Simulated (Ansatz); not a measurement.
**EuO (Fm-3m): equation of state**

The task here is to estimate one member of a computed series from the others.

Program: Ansatz 0.2.0. Level of theory: DFT PBE, scalar-relativistic, plane waves, PAW. These are calculated values, not measurements.

## The starting structure

Symmetry: Fm-3m, No. 225, cubic system. The conventional cell has a = 5.061 Å, b = 5.061 Å, c = 5.061 Å, α = 90.00°, β = 90.00°, γ = 90.00°. Around Eu (site symmetry m-3m) lie 6 O at 2.53 Å. O (site symmetry m-3m) has 6 Eu at 2.53 Å as nearest neighbours.

Coordinates:

```xyz
2
Lattice="0.0000 2.5303 2.5303 2.5303 0.0000 2.5303 2.5303 2.5303 0.0000" Properties=species:S:1:pos:R:3 pbc="T T T"
Eu    0.0000    0.0000    0.0000
O     2.5303    2.5303    2.5303
```

An earlier run at PBE left this cell at 16.200 Å³/atom and 0.11 GPa (12×12×12 mesh).

Volume factors to run: 0.980, 1.020, 0.960, 1.040.

The first run:

File input.yaml:

```yaml
crystal:
  lattice:
    - [0.0, 2.513313437, 2.513313437]
    - [2.513313437, 0.0, 2.513313437]
    - [2.513313437, 2.513313437, 0.0]
  atoms:
    - { symbol: Eu, position: [0.0, 0.0, 0.0], spin: 7.24 }
    - { symbol: O, position: [0.5, 0.5, 0.5] }
basis:
  ecutwfc: 420
  ecutrho_ratio: 4
kpoints:
  mp_grid: { grid: [12, 12, 12] }
hamiltonian:
  xc: pbe
scf:
  occupations: { method: gaussian, width: 0.05 }
output:
  forces: true
  stress: true
  eigenvalues: true
  populations: true
magnetization:
  spin_polarized: true
```

Launch:

```bash
$ ansatz run input.yaml --threads 2 --pin off --max-ram 5120MiB --backend cpu --events-out ev --progress --plain --runs-dir out
```

Among the steps run: Scaling the volume by 0.980; Volume × 1.020; Scaling the volume by 0.960; At 1.040 of the relaxed volume.

One table of the session follows, with a row left open; its other results are not shown here.

It belongs to the step «The fit». 

```
volume (Å³/atom)  energy (meV/atom)  pressure (GPa)  moment of atom 1 (μB)
          15.552               8.99            4.39                   6.54
          15.876               2.31            2.17                   6.57
          16.200               0.00            0.11                   6.58
          16.524                  ?               ?                      ?
          16.848               6.99           -3.38                   6.61
```

Q: Estimate the row for volume (Å³/atom) = 16.524 from the others.

Worked estimate for «energy (meV/atom)». A straight line through the neighbours (16.200, 0.00) and (16.848, 6.99) gives 0.00 + (6.99 − 0.00) × (16.524 − 16.200) / (16.848 − 16.200) = 3.50; a parabola fitted to 3 rows on both sides gives 1.56.

As computed: energy (meV/atom): 1.75; pressure (GPa): -1.76; moment of atom 1 (μB): 6.60. In «energy (meV/atom)» the line misses by +1.75 and the parabola by -0.19.

To keep in mind: No U or exact exchange acts on the open f shell of Eu, so the metal found here may be the functional's error. Warnings in the runs' records: given moment on shells, stability check not made.
